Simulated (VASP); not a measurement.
Here is a VASP 6.6.1 calculation.

The input INCAR:

```
ALGO = Fast
EDIFF = 1E-6
EDIFFG = -0.01
ENCUT = 600
GGA = RP
IBRION = 2
ISIF = 3
ISMEAR = -1
IVDW = 11
LASPH = T
LCHARG = F
LREAL = F
LWAVE = F
NELM = 60
NSW = 60
PREC = Accurate
SIGMA = 0.05
```

KPOINTS

```
k-points
0
Gamma
  9 9 7
```

Contents of POSCAR:

```
SiSe
1.0
    3.5952000000      0.0000000000      0.0000000000
   -1.7976000000      3.1135300000      0.0000000000
    0.0000000000      0.0000000000      3.5987300000
Si Se
1 1
Direct
    0.6666700000      0.3333300000      0.5000000000
    0.0000000000      0.0000000000      0.0000000000
```

Potentials or basis: VASP PAW PBE potentials, release 64 (Si, Se).

The run is started by

```bash
$ cat potpaw_PBE.64/Si/POTCAR potpaw_PBE.64/Se/POTCAR > POTCAR
$ mpirun -np 1 vasp_std > vasp.out
```

(1) Predict the band gap on the k mesh.

(2) Estimate the relaxed cell.

(3) What does it give for the dispersion energy per atom?

Answers

(1) none (metal or under the smearing width).

(2) a = 3.572 Å, b = 3.572 Å, c = 3.615 Å, α = 90.00°, β = 90.00°, γ = 120.00°.

(3) -0.346 eV.
